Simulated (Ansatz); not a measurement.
# Relaxation of B25N23

These are results of Ansatz, DFT PBE, scalar-relativistic, plane waves, PAW, not measurements. Run with 420 eV cutoff, 2×2×2 k-mesh, Gaussian smearing of 0.01 eV, no spin polarisation.

What was changed: B on a N site (Wyckoff letter d), charge +0, atoms relaxed at the host's cell.

In a supercell of 48 atoms the defect feels its periodic images.

Spin polarisation was left out.

Command:

```bash
ansatz run input.yaml --threads 4 --pin off --max-ram 10240MiB --backend cpu --events-out ev --progress --plain --runs-dir out
```

Input:

```yaml
crystal:
  lattice:
    - [0.0, 0.0, 8.3431635353]
    - [7.5365434309, -4.3512253786, 0.0]
    - [0.0, 8.7024507571, 0.0]
  atoms:
    - { symbol: B, position: [0.25, 0.0, 0.1666666667] }
    - { symbol: B, position: [0.25, 0.5, 0.1666666667] }
    - { symbol: B, position: [0.25, 0.3333333333, 0.3333333333] }
    - { symbol: B, position: [0.25, 0.1666666667, 0.5] }
    - { symbol: B, position: [0.25, 0.0, 0.6666666667] }
    - { symbol: B, position: [0.25, 0.8333333333, 0.3333333333] }
    - { symbol: B, position: [0.25, 0.6666666667, 0.5] }
    - { symbol: B, position: [0.25, 0.5, 0.6666666667] }
    - { symbol: B, position: [0.25, 0.3333333333, 0.8333333333] }
    - { symbol: B, position: [0.25, 0.1666666667, 0.0] }
    - { symbol: B, position: [0.25, 0.8333333333, 0.8333333333] }
    - { symbol: B, position: [0.25, 0.6666666667, 0.0] }
    - { symbol: B, position: [0.75, 0.1666666667, 0.1666666667] }
    - { symbol: B, position: [0.75, 0.6666666667, 0.1666666667] }
    - { symbol: B, position: [0.75, 0.5, 0.3333333333] }
    - { symbol: B, position: [0.75, 0.3333333333, 0.5] }
    - { symbol: B, position: [0.75, 0.1666666667, 0.6666666667] }
    - { symbol: B, position: [0.75, 0.0, 0.3333333333] }
    - { symbol: B, position: [0.75, 0.8333333333, 0.5] }
    - { symbol: B, position: [0.75, 0.6666666667, 0.6666666667] }
    - { symbol: B, position: [0.75, 0.5, 0.8333333333] }
    - { symbol: B, position: [0.75, 0.3333333333, 0.0] }
    - { symbol: B, position: [0.75, 0.0, 0.8333333333] }
    - { symbol: B, position: [0.75, 0.8333333333, 1.0] }
    - { symbol: B, position: [0.75, 0.0, 0.1666666667] }
    - { symbol: "N", position: [0.75, 0.5, 0.1666666667] }
    - { symbol: "N", position: [0.75, 0.3333333333, 0.3333333333] }
    - { symbol: "N", position: [0.75, 0.1666666667, 0.5] }
    - { symbol: "N", position: [0.75, 0.0, 0.6666666667] }
    - { symbol: "N", position: [0.75, 0.8333333333, 0.3333333333] }
    - { symbol: "N", position: [0.75, 0.6666666667, 0.5] }
    - { symbol: "N", position: [0.75, 0.5, 0.6666666667] }
    - { symbol: "N", position: [0.75, 0.3333333333, 0.8333333333] }
    - { symbol: "N", position: [0.75, 0.1666666667, 0.0] }
    - { symbol: "N", position: [0.75, 0.8333333333, 0.8333333333] }
    - { symbol: "N", position: [0.75, 0.6666666667, 0.0] }
    - { symbol: "N", position: [0.25, 0.1666666667, 0.1666666667] }
    - { symbol: "N", position: [0.25, 0.6666666667, 0.1666666667] }
    - { symbol: "N", position: [0.25, 0.5, 0.3333333333] }
    - { symbol: "N", position: [0.25, 0.3333333333, 0.5] }
    - { symbol: "N", position: [0.25, 0.1666666667, 0.6666666667] }
    - { symbol: "N", position: [0.25, 0.0, 0.3333333333] }
    - { symbol: "N", position: [0.25, 0.8333333333, 0.5] }
    - { symbol: "N", position: [0.25, 0.6666666667, 0.6666666667] }
    - { symbol: "N", position: [0.25, 0.5, 0.8333333333] }
    - { symbol: "N", position: [0.25, 0.3333333333, 0.0] }
    - { symbol: "N", position: [0.25, 0.0, 0.8333333333] }
    - { symbol: "N", position: [0.25, 0.8333333333, 1.0] }
  host:
    lattice:
      - [2.5121811436, 0.0, 0.0]
      - [-1.2560905718, 2.1756126893, 0.0]
      - [0.0, 0.0, 8.3431635353]
    atoms:
      - { symbol: B, position: [0.3333333333, 0.6666666667, 0.25] }
      - { symbol: B, position: [0.6666666667, 0.3333333333, 0.75] }
      - { symbol: "N", position: [0.3333333333, 0.6666666667, 0.75] }
      - { symbol: "N", position: [0.6666666667, 0.3333333333, 0.25] }
basis:
  ecutwfc: 420
  xc_grid: 2
kpoints:
  mp_grid: { grid: [2, 2, 2], shift: [0.0, 0.0, 0.0] }
hamiltonian:
  xc: pbe
scf:
  occupations: { method: gaussian, width: 0.01 }
output:
  forces: true
  stress: false
  eigenvalues: true
  charged_corrections:
    defect_position: [0.75, 0.0, 0.16666667]
    epsilon: [[5.4678, 0.0, 0.0], [0.0, 5.4678, 0.0], [0.0, 0.0, 2.1413]]
  write_density: true
  write_potential: true
  elf: true
  volumetric_format: npy
relax:
  adjacent_minimum: "off"
  f_tol: 0.025
  max_steps: 45
```

F is the free energy.

Steps:

| step | F − F(1) (eV) | largest force component (eV/Å) |
| --- | --- | --- |
| 1 | 0.0000 | 6.297 |
| 2 | -1.1920 | 2.235 |
| 3 | -1.3656 | 0.280 |
| 4 | -1.3680 | 0.049 |
| 5 | -1.3682 | 0.003 |

Relaxed structure:

```xyz
48
Lattice="0.0000 0.0000 8.3432 7.5365 -4.3512 0.0000 0.0000 8.7025 0.0000" Properties=species:S:1:pos:R:3 pbc="T T T"
B     0.0000    1.4504    2.0858
B     3.7682   -0.7252    2.0858
B     2.5122    1.4504    2.0858
B     1.2562    3.6261    2.0858
B     0.0000    5.8016    2.0858
B     6.2804   -0.7252    2.0858
B     5.0244    1.4504    2.0858
B     3.7683    3.6260    2.0858
B     2.5122    5.8016    2.0858
B     1.2561   -0.7253    2.0858
B     6.2805    3.6259    2.0858
B     5.0243   -2.9008    2.0858
B     1.3719    0.6584    6.2574
B     5.0367   -1.4576    6.2574
B     3.8054    0.7088    6.2574
B     2.4998    2.8937    6.2574
B     1.2604    5.1168    6.2574
B     0.0000    3.0345    6.2574
B     6.2761    0.7656    6.2574
B     4.9915    2.8769    6.2574
B     3.7311    5.0600    6.2574
B     2.5450   -1.4744    6.2574
B     0.0000    7.2663    6.2574
B     6.1647    5.0096    6.2574
B     0.0000    1.4504    6.2574
N     3.7911   -0.7384    6.2574
N     2.5715    1.4310    6.2574
N     1.2690    3.6870    6.2574
N     0.0000    5.8280    6.2574
N     6.2676   -0.6642    6.2574
N     5.0244    1.4504    6.2574
N     3.7454    3.6128    6.2574
N     2.5122    5.8016    6.2574
N     1.3025   -0.7669    6.2574
N     6.2340    3.5844    6.2574
N     4.9651   -2.9202    6.2574
N     1.2561    0.7252    2.0858
N     5.0244   -1.4504    2.0858
N     3.7683    0.7252    2.0858
N     2.5122    2.9008    2.0858
N     1.2561    5.0764    2.0858
N     0.0000    2.9008    2.0858
N     6.2805    0.7252    2.0858
N     5.0244    2.9008    2.0858
N     3.7683    5.0764    2.0858
N     2.5122   -1.4504    2.0858
N     0.0000    7.2521    2.0858
N     6.2805    5.0764    2.0858
```

The run converged. Time: 27 s on 4 threads of Intel(R) Xeon(R) 6975P-C (Granite Rapids) (shared host), peak memory 1.8 GiB.